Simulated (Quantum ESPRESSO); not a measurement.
# BAs (F-43m) in Quantum ESPRESSO: a series of runs

The runs below take BAs through single point, equation of state, with r2SCAN.

Program: Quantum ESPRESSO 7.5. These are calculated values, not measurements. Logs are shortened: lines on timing, memory, paths and dates and some standing lists are left out, and cuts for length are marked.

**What was measured.**

From “Basic Physical Properties of Cubic Boron Arsenide”, 2019, arxiv:1911.11281, for a bulk crystal of BAs: bulk modulus 148 GPa.

How close the calculation comes is told below.

## Step 1: Starting point

The structure is cubic, space group F-43m (No. 216). The conventional cell has a = 4.777 Å, b = 4.777 Å, c = 4.777 Å, α = 90.00°, β = 90.00°, γ = 90.00°. Around As (site symmetry -43m) lie 4 B at 2.07 Å. B (site symmetry -43m) has 4 As at 2.07 Å as nearest neighbours.

## Step 2: Single point, r2SCAN, 12.81 Å³/atom

Input file pw.in:

```
&CONTROL
  calculation = 'scf'
  prefix = 'pwscf'
  outdir = './tmp'
  pseudo_dir = './pseudo'
  tstress = .true.
  disk_io = 'nowf'
/
&SYSTEM
  ibrav = 0
  nat = 2
  ntyp = 2
  ecutwfc = 70
  nbnd = 9
  input_dft = 'r2scan'
  occupations = 'smearing'
  smearing = 'fd'
  degauss = 0.00367493
  nosym = .true.
  nr1 = 36
  nr2 = 36
  nr3 = 36
/
&ELECTRONS
  conv_thr = 1d-08
  electron_maxstep = 120
  mixing_beta = 0.5
/
ATOMIC_SPECIES
As    74.9216 As_ONCV_PBE-1.2.upf
B     10.8100 B_ONCV_PBE-1.2.upf
CELL_PARAMETERS angstrom
   0.0000000000    2.3397414207    2.3397414207
   2.3397414207    0.0000000000    2.3397414207
   2.3397414207    2.3397414207    0.0000000000
ATOMIC_POSITIONS crystal
As     0.7500000000    0.7500000000    0.7500000000
B      0.0000000000    0.0000000000    0.0000000000
K_POINTS automatic
8 8 8 0 0 0
```

Potentials or basis: SG15 PBE 1.2.

Started as:

```console
$ OMP_NUM_THREADS=1 mpirun -n 2 pw.x -nk 2 -in pw.in > pw.out
```

pw.out:

```text
This program is part of the open-source Quantum ESPRESSO suite
     for quantum simulation of materials; please cite
         "P. Giannozzi et al., J. Phys.:Condens. Matter 21 395502 (2009);
         "P. Giannozzi et al., J. Phys.:Condens. Matter 29 465901 (2017);
         "P. Giannozzi et al., J. Chem. Phys. 152 154105 (2020);
     in publications or presentations arising from this work. More details at

     IMPORTANT: XC functional enforced from input :
     Exchange-correlation= R2SCAN
                           (   0   0   0   0   0 497 498)
     Any further DFT definition will be discarded
     Please, verify this is what you really want

     K-points division:     npool     =       2
     Subspace diagonalization in iterative solution of the eigenvalue problem:
     a serial algorithm will be used

     G-vector sticks info
     --------------------
     sticks:   dense  smooth     PW     G-vecs:    dense   smooth      PW
     Sum         745     745    241                13635    13635    2421

     Using Slab Decomposition

     bravais-lattice index     =            0
     lattice parameter (alat)  =       6.2529  a.u.
     unit-cell volume          =     172.8742 (a.u.)^3
     number of atoms/cell      =            2
     number of atomic types    =            2
     number of electrons       =         8.00
     number of Kohn-Sham states=            9
     kinetic-energy cutoff     =      70.0000  Ry
     charge density cutoff     =     280.0000  Ry
     scf convergence threshold =      1.0E-08
     mixing beta               =       0.5000
     number of iterations used =            8  plain     mixing
     Exchange-correlation= R2SCAN
                           (   0   0   0   0   0 497 498)

     celldm(1)=   6.252904  celldm(2)=   0.000000  celldm(3)=   0.000000
     celldm(4)=   0.000000  celldm(5)=   0.000000  celldm(6)=   0.000000

     crystal axes: (cart. coord. in units of alat)
               a(1) = (   0.000000   0.707107   0.707107 )
               a(2) = (   0.707107   0.000000   0.707107 )
               a(3) = (   0.707107   0.707107   0.000000 )

     reciprocal axes: (cart. coord. in units 2 pi/alat)
               b(1) = ( -0.707107  0.707107  0.707107 )
               b(2) = (  0.707107 -0.707107  0.707107 )
               b(3) = (  0.707107  0.707107 -0.707107 )

     PseudoPot. # 1 for As read from file:
     As_ONCV_PBE-1.2.upf
     Pseudo is Norm-conserving, Zval =  5.0
     Generated using ONCVPSP code by D. R. Hamann
     Using radial grid of  602 points,  6 beta functions with:
                l(1) =   0
                l(2) =   0
                l(3) =   1
                l(4) =   1
                l(5) =   2
                l(6) =   2

     PseudoPot. # 2 for B  read from file:
     B_ONCV_PBE-1.2.upf
     Pseudo is Norm-conserving, Zval =  3.0
     Generated using ONCVPSP code by D. R. Hamann
     Using radial grid of  602 points,  4 beta functions with:
                l(1) =   0
                l(2) =   0
                l(3) =   1
                l(4) =   1

     atomic species   valence    mass     pseudopotential
     As                5.00    74.92160     As( 1.00)
     B                 3.00    10.81000     B ( 1.00)

     No symmetry found

   Cartesian axes

     site n.     atom                  positions (alat units)
         1        As     tau(   1) = (   1.0606602   1.0606602   1.0606602  )
         2        B      tau(   2) = (   0.0000000   0.0000000   0.0000000  )

     number of k points=   260  Fermi-Dirac smearing, width (Ry)=  0.0037

     Number of k-points >= 100: set verbosity='high' to print them.

     Dense  grid:    13635 G-vectors     FFT dimensions: (  36,  36,  36)

     WARNING: libxc functional with ID  497 depends
      on external parameters: check the user_guide of
      QE if you need to modify them or to check their
      default values.

     WARNING: libxc functional with ID  498 depends
      on external parameters: check the user_guide of
      QE if you need to modify them or to check their
      default values.

     Initial potential from superposition of free atoms

     starting charge       7.9509, renormalised to       8.0000
     Starting wfcs are random

     Self-consistent Calculation

     iteration #  1     ecut=    70.00 Ry     beta= 0.50
     Davidson diagonalization with overlap
     ethr =  1.00E-02,  avg # of iterations =  8.1

     total energy              =     -18.31672225 Ry
     estimated scf accuracy    <       0.29914431 Ry

     iteration #  2     ecut=    70.00 Ry     beta= 0.50
     Davidson diagonalization with overlap
     ethr =  3.74E-03,  avg # of iterations =  1.0

     total energy              =     -18.34065637 Ry
     estimated scf accuracy    <       0.03670050 Ry

     iteration #  3     ecut=    70.00 Ry     beta= 0.50
     Davidson diagonalization with overlap
     ethr =  4.59E-04,  avg # of iterations =  1.0

     total energy              =     -18.34242518 Ry
     estimated scf accuracy    <       0.00310292 Ry

     iteration #  4     ecut=    70.00 Ry     beta= 0.50
     Davidson diagonalization with overlap
     ethr =  3.88E-05,  avg # of iterations =  2.4

     total energy              =     -18.34251822 Ry
     estimated scf accuracy    <       0.00002521 Ry

     iteration #  5     ecut=    70.00 Ry     beta= 0.50
     Davidson diagonalization with overlap
     ethr =  3.15E-07,  avg # of iterations =  4.0

     total energy              =     -18.34252332 Ry
     estimated scf accuracy    <       0.00000416 Ry

     iteration #  6     ecut=    70.00 Ry     beta= 0.50
     Davidson diagonalization with overlap
     ethr =  5.20E-08,  avg # of iterations =  1.0

     total energy              =     -18.34252359 Ry
     estimated scf accuracy    <       0.00000027 Ry

     iteration #  7     ecut=    70.00 Ry     beta= 0.50
     Davidson diagonalization with overlap
     ethr =  3.43E-09,  avg # of iterations =  1.0

     End of self-consistent calculation

     Number of k-points >= 100: set verbosity='high' to print the bands.

     the Fermi energy is    10.0637 ev

!    total energy              =     -18.34252361 Ry
     estimated scf accuracy    <          6.5E-09 Ry
     smearing contrib. (-TS)   =      -0.00000001 Ry
     internal energy E=F+TS    =     -18.34252360 Ry

     The total energy is F=E-TS. E is the sum of the following terms:
     one-electron contribution =       6.26253766 Ry
     hartree contribution      =       1.20550554 Ry
     xc contribution           =      -5.46174958 Ry
     ewald contribution        =     -20.34881722 Ry

     convergence has been achieved in   7 iterations

     Computing stress (Cartesian axis) and pressure

          total   stress  (Ry/bohr**3)                   (kbar)     P=      118.54
   0.00080583  -0.00000000  -0.00000000          118.54       -0.00       -0.00
  -0.00000000   0.00080583  -0.00000000           -0.00      118.54       -0.00
  -0.00000000  -0.00000000   0.00080583           -0.00       -0.00      118.54

=------------------------------------------------------------------------------=
   JOB DONE.
=------------------------------------------------------------------------------=
```

It took 91 s on 2 MPI ranks of Arm Neoverse V2, shared host; peak memory 0.18 GiB.

What came out:

```yaml
Free_energy: -249.5627 eV
Pressure: 11.9 GPa
Band_gap_on_the_k_mesh: 1.25 eV, indirect (least direct gap 3.50 eV)
```

Caveat: the potentials were made for another functional, which shifts forces and pressure.

## Step 3: Single point, r2SCAN, 13.08 Å³/atom

Edit pw.in of step 2 so:

```diff
@@ -32,5 +32,5 @@
 CELL_PARAMETERS angstrom
-   0.0000000000    2.3397414207    2.3397414207
-   2.3397414207    0.0000000000    2.3397414207
-   2.3397414207    2.3397414207    0.0000000000
+   0.0000000000    2.3562190158    2.3562190158
+   2.3562190158    0.0000000000    2.3562190158
+   2.3562190158    2.3562190158    0.0000000000
 ATOMIC_POSITIONS crystal
```

Potentials or basis: SG15 PBE 1.2.

Started as:

```console
$ OMP_NUM_THREADS=1 mpirun -n 2 pw.x -nk 2 -in pw.in > pw.out
```

It took 91 s on 2 MPI ranks of Arm Neoverse V2, shared host; peak memory 0.18 GiB.

The run converged. Its results:

```yaml
Free_energy: -249.5968 eV
Pressure: 8.2 GPa
Band_gap_on_the_k_mesh: 1.26 eV, indirect (least direct gap 3.47 eV)
```

Caveat: the potentials were made for another functional, which shifts forces and pressure.

## Step 4: Single point, r2SCAN, 13.35 Å³/atom

Edit pw.in of step 3 so:

```diff
@@ -32,5 +32,5 @@
 CELL_PARAMETERS angstrom
-   0.0000000000    2.3562190158    2.3562190158
-   2.3562190158    0.0000000000    2.3562190158
-   2.3562190158    2.3562190158    0.0000000000
+   0.0000000000    2.3724693156    2.3724693156
+   2.3724693156    0.0000000000    2.3724693156
+   2.3724693156    2.3724693156    0.0000000000
 ATOMIC_POSITIONS crystal
```

Started as:

```console
$ OMP_NUM_THREADS=1 mpirun -n 2 pw.x -nk 2 -in pw.in > pw.out
```

It took 91 s on 2 MPI ranks of Arm Neoverse V2, shared host; peak memory 0.18 GiB.

It converged, with:

- Free energy: -249.6191 eV
- Pressure: 4.9 GPa
- Band gap on the k mesh: 1.28 eV, indirect (least direct gap 3.44 eV)

Caveat: the potentials were made for another functional, which shifts forces and pressure.

## Step 5: Single point, r2SCAN, 13.63 Å³/atom

Edit pw.in of step 4 so:

```diff
@@ -32,5 +32,5 @@
 CELL_PARAMETERS angstrom
-   0.0000000000    2.3724693156    2.3724693156
-   2.3724693156    0.0000000000    2.3724693156
-   2.3724693156    2.3724693156    0.0000000000
+   0.0000000000    2.3885000000    2.3885000000
+   2.3885000000    0.0000000000    2.3885000000
+   2.3885000000    2.3885000000    0.0000000000
 ATOMIC_POSITIONS crystal
```

Started as:

```console
$ OMP_NUM_THREADS=1 mpirun -n 2 pw.x -nk 2 -in pw.in > pw.out
```

Run time: 91 s. Hardware: 2 MPI ranks of Arm Neoverse V2, shared host; peak memory 0.18 GiB.

The run converged. Its results:

| Property | Result |
| --- | --- |
| Free energy | -249.6307 eV |
| Pressure | 2.0 GPa |
| Band gap on the k mesh | 1.30 eV, indirect (least direct gap 3.42 eV) |

Caveat: the potentials were made for another functional, which shifts forces and pressure.

## Step 6: Single point, r2SCAN, 13.90 Å³/atom

Edit pw.in of step 5 so:

```diff
@@ -32,5 +32,5 @@
 CELL_PARAMETERS angstrom
-   0.0000000000    2.3885000000    2.3885000000
-   2.3885000000    0.0000000000    2.3885000000
-   2.3885000000    2.3885000000    0.0000000000
+   0.0000000000    2.4043183418    2.4043183418
+   2.4043183418    0.0000000000    2.4043183418
+   2.4043183418    2.4043183418    0.0000000000
 ATOMIC_POSITIONS crystal
```

Potentials or basis: SG15 PBE 1.2.

Started as:

```console
$ OMP_NUM_THREADS=1 mpirun -n 2 pw.x -nk 2 -in pw.in > pw.out
```

Wall time 92 s (2 MPI ranks of Arm Neoverse V2, shared host); peak memory 0.18 GiB.

The run converged. Its results:

```yaml
Free_energy: -249.6327 eV
Pressure: -0.7 GPa
Band_gap_on_the_k_mesh: 1.31 eV, indirect (least direct gap 3.39 eV)
```

Caveat: the potentials were made for another functional, which shifts forces and pressure.

## Step 7: Single point, r2SCAN, 14.17 Å³/atom

Edit pw.in of step 6 so:

```diff
@@ -32,5 +32,5 @@
 CELL_PARAMETERS angstrom
-   0.0000000000    2.4043183418    2.4043183418
-   2.4043183418    0.0000000000    2.4043183418
-   2.4043183418    2.4043183418    0.0000000000
+   0.0000000000    2.4199312360    2.4199312360
+   2.4199312360    0.0000000000    2.4199312360
+   2.4199312360    2.4199312360    0.0000000000
 ATOMIC_POSITIONS crystal
```

Started as:

```console
$ OMP_NUM_THREADS=1 mpirun -n 2 pw.x -nk 2 -in pw.in > pw.out
```

Wall time 92 s (2 MPI ranks of Arm Neoverse V2, shared host); peak memory 0.18 GiB.

It converged, with:

```
Free energy            : -249.6260 eV
Pressure               : -3.2 GPa
Band gap on the k mesh : 1.33 eV, indirect (least direct gap 3.37 eV)
```

Caveat: the potentials were made for another functional, which shifts forces and pressure.

## Step 8: Single point, r2SCAN, 14.44 Å³/atom

Edit pw.in of step 7 so:

```diff
@@ -32,5 +32,5 @@
 CELL_PARAMETERS angstrom
-   0.0000000000    2.4199312360    2.4199312360
-   2.4199312360    0.0000000000    2.4199312360
-   2.4199312360    2.4199312360    0.0000000000
+   0.0000000000    2.4353452264    2.4353452264
+   2.4353452264    0.0000000000    2.4353452264
+   2.4353452264    2.4353452264    0.0000000000
 ATOMIC_POSITIONS crystal
```

Started as:

```console
$ OMP_NUM_THREADS=1 mpirun -n 2 pw.x -nk 2 -in pw.in > pw.out
```

It took 93 s on 2 MPI ranks of Arm Neoverse V2, shared host; peak memory 0.2 GiB.

It converged, with:

| Quantity | Value |
| --- | --- |
| Free energy | -249.6113 eV |
| Pressure | -5.4 GPa |
| Band gap on the k mesh | 1.35 eV, indirect (least direct gap 3.34 eV) |

Caveat: the potentials were made for another functional, which shifts forces and pressure.

## Step 9: Equation of state, r2SCAN

Potentials or basis: SG15 PBE 1.2.

This step only gathers the single runs of the series.

Results:

```yaml
Equilibrium_volume: 13.82 Å³/atom
Bulk_modulus: 134 GPa
Pressure_derivative_of_the_bulk_modulus: 4.0
```

Energy against volume, from the lowest point:
```tsv
volume (Å³/atom)	energy (meV/atom)
12.809	34.97
13.081	17.95
13.354	6.81
13.626	0.99
13.899	0.00
14.171	3.37
14.444	10.68
```

Caveat: the potentials were made for another functional, which shifts forces and pressure.

## Step 10: How close it comes

Step 9. Measured bulk modulus of BAs: 148 GPa (quoted in “Basic Physical Properties of Cubic Boron Arsenide”, 2019, arxiv:1911.11281). This calculation gives 134 GPa (-9.7 %). The fit is for a static lattice scaled at fixed shape and fixed fractional positions.
